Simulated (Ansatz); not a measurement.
Level of theory: DFT PBE, scalar-relativistic, plane waves, PAW in Ansatz 0.2.0. All cells share a 420 eV cutoff and Γ-centred k meshes spaced at most about 0.3 Å⁻¹ (about 0.25 or finer for metals, 2π included). No spin polarisation.

These are static total energies at zero pressure.

**Question.** Which of these relaxed structures of Mg₂GeN₃ is the lowest in energy?
A.

```xyz
6
Lattice="1.5118 0.8728 7.9372 -1.5118 0.8728 7.9372 0.0000 -1.7456 7.9372" Properties=species:S:1:pos:R:3 pbc="T T T"
Mg    0.0000    0.0000    2.7402
Mg    0.0000    0.0000   21.0713
Ge    0.0000    0.0000    0.0000
N     0.0000    0.0000    9.0387
N     0.0000    0.0000   14.7728
N     0.0000    0.0000   11.9058
```

B.

```xyz
6
Lattice="3.0032 0.0000 0.0000 -1.5016 2.6009 0.0000 0.0000 0.0000 7.7285" Properties=species:S:1:pos:R:3 pbc="T T T"
Mg    0.0000    1.7339    5.1581
Mg    1.5016    0.8670    2.5704
Ge    0.0000    0.0000    0.0000
N     0.0000    1.7339    1.1115
N     1.5016    0.8670    6.6170
N     0.0000    0.0000    3.8643
```

C.

```xyz
6
Lattice="-1.5147 4.9740 2.4956 1.5147 -4.9740 2.4956 1.5147 4.9740 -2.4956" Properties=species:S:1:pos:R:3 pbc="T T T"
Mg    0.0000    6.6101    0.0589
Mg    0.0000    3.3379    0.0589
Ge    0.0000    0.0000    0.0387
N     1.5147    3.4309   -1.3962
N     0.0000    1.5431    1.0995
N     0.0000    4.9740    1.3881
```

**Answer.** C. The next of these, B, lies 91 meV/atom higher. Forms: C Imm2; B P-3m1; A R-3m. Counting N atoms around Ge and Mg (those within 1.25 times the shortest such distance or 1.15 times the sum of covalent radii, 1.27 where that leaves under three; a plus sign parts nearer from farther groups): C has Mg 4, Ge 4; B has Mg 6, Ge 6; A has Mg 3+3, Ge 6. All come from invented guesses. The lowest form computed isn't among them: it has Mg and Ge ordered on wurtzite sites, space group Cmc2_1 (No. 36), 12.5 Å³/atom and lies 27 meV/atom below the best shown.

In Imm2, P-3m1, R-3m an odd number of electrons in the primitive cell allows no gap without spin; a larger cell or a magnetic state could open one. Cells relaxed within their symmetry can be saddle points. Some candidate types were left out of the draw beforehand, so a known form may be missing.
